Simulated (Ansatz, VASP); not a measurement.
**Two plane-wave programs on PbO**

INCAR

```
SYSTEM = PbO
PREC = Accurate
ENCUT = 520
EDIFF = 1E-6
ISMEAR = -1
SIGMA = 0.02
LREAL = .False.
LASPH = .True.
NELM = 100
ALGO = Fast
ISIF = 2
LWAVE = .False.
LCHARG = .False.
GGA = PE
NBANDS = 28
```

KPOINTS

```
regular mesh
0
Gamma
  12 12 4
  0 0 0
```

Contents of POSCAR:

```
PbO
1.0
    4.1825933979      0.0000000000      0.0000000000
   -2.0912966989      3.6222321363      0.0000000000
    0.0000000000      0.0000000000      5.6031735739
Pb O
2 2
Direct
    0.3333333333      0.6666666667     -0.0203130653
    0.6666666667      0.3333333333      0.4796869347
    0.3333333333      0.6666666667      0.3953130653
    0.6666666667      0.3333333333      0.8953130653
```

Input for Ansatz:

```yaml
crystal:
  lattice:
    - [4.1825933979, 0.0, 0.0]
    - [-2.0912966989, 3.6222321363, 0.0]
    - [0.0, 0.0, 5.6031735739]
  atoms:
    - { symbol: Pb, position: [0.3333333333, 0.6666666667, -0.0203130653] }
    - { symbol: Pb, position: [0.6666666667, 0.3333333333, 0.4796869347] }
    - { symbol: O, position: [0.3333333333, 0.6666666667, 0.3953130653] }
    - { symbol: O, position: [0.6666666667, 0.3333333333, 0.8953130653] }
kpoints:
  mp_grid: { grid: [12, 12, 4] }
  band_path:
    path:
      - [0.0, 0.0, 0.0]
      - [0.5, 0.0, 0.0]
      - [0.3333333333, 0.3333333333, 0.0]
      - [0.0, 0.0, 0.5]
      - [0.5, 0.0, 0.5]
      - [0.3333333333, 0.3333333333, 0.5]
      - [0.5, 0.0, 0.4]
    npoints: 1
hamiltonian:
  xc: pbe
scf:
  occupations: { method: fermi_dirac, width: 0.02 }
  n_extra_bands: 5
output:
  forces: true
  stress: true
  eigenvalues: true
```

Change from the starting cell: hydrostatic strain -0.3%.

Alike in both runs: task single point; functional PBE; k mesh 12 × 12 × 4; occupations fermi-dirac, width 0.02 eV; no spin polarisation.

|  | VASP | Ansatz |
| --- | --- | --- |
| version | VASP 6.6.1 | Ansatz 0.2.0 |
| potentials or method | VASP PAW PBE potentials, release 64 (Pb_d, O) | plane waves, PAW |
| plane-wave cutoff (eV) | 520 | 420 |
| valence electrons in the cell | 40 | 40 |

VASP gave:

```
gap on the k mesh at the Fermi level (eV)       : 1.86
pressure (GPa)                                  : 3.1
largest component of the traceless stress (GPa) : 0.51
rms of the force components (eV/Å)              : 0.061
```

Question: What did Ansatz give for the same quantities?

Answer: gap on the k mesh at the Fermi level (eV): 1.85; pressure (GPa): 3.1; largest component of the traceless stress (GPa): 0.44; rms of the force components (eV/Å): 0.053.

Atom by atom the forces differ by 0.008 eV/Å (rms over components). The functional is the same, so the differences come from potentials, cutoffs and numerics.

Caveats: spin-orbit coupling is left out, which as a rule narrows the gap of such compounds by several tenths of an eV. A k mesh can miss the band edges.
